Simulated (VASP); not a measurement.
A run of VASP 6.6.1:

File INCAR:

```
SYSTEM = PbF2
ALGO = Fast
EDIFF = 1E-7
ENCUT = 520
GGA = PS
ISIF = 2
ISMEAR = 0
LASPH = .TRUE.
LCHARG = .TRUE.
LELF = .TRUE.
LREAL = .FALSE.
LVHAR = .TRUE.
LWAVE = .FALSE.
NBANDS = 68
NELM = 100
PREC = Accurate
SIGMA = 0.01
```

KPOINTS

```
k-points
0
G
  4 6 4
  0 0 0
```

POSCAR

```
PbF2
1.0
    6.1374728567      0.0000000000      0.0000000000
    0.0000000000      3.7625714620      0.0000000000
    0.0000000000      0.0000000000      7.4745383777
Pb F
4 8
Direct
    0.7450431882      0.7500000000      0.1159200960
    0.2549568118      0.2500000000      0.8840799040
    0.7549568118      0.2500000000      0.6159200960
    0.2450431882      0.7500000000      0.3840799040
    0.1417895586      0.7500000000      0.0618499038
    0.8582104414      0.2500000000      0.9381500962
    0.3582104414      0.2500000000      0.5618499038
    0.6417895586      0.7500000000      0.4381500962
    0.5385937959      0.7500000000      0.8305807975
    0.4614062041      0.2500000000      0.1694192025
    0.9614062041      0.2500000000      0.3305807975
    0.0385937959      0.7500000000      0.6694192025
```

Potentials or basis: VASP PAW PBE potentials, release 64 (Pb_d, F).

Command:

```console
$ cat potpaw_PBE.64/Pb_d/POTCAR potpaw_PBE.64/F/POTCAR > POTCAR
$ mpirun -np 1 vasp_std > vasp.out
```

Hardware: 1 thread of Intel(R) Xeon(R) Platinum 8488C (Sapphire Rapids), with other jobs on the host.

Question: How long does it take, and how much memory?

Answer: Run time: 7.6 min on 1 thread of Intel(R) Xeon(R) Platinum 8488C (Sapphire Rapids), with other jobs on the host, peak memory 0.45 GiB. Counts: scf iterations 17, k points 36.
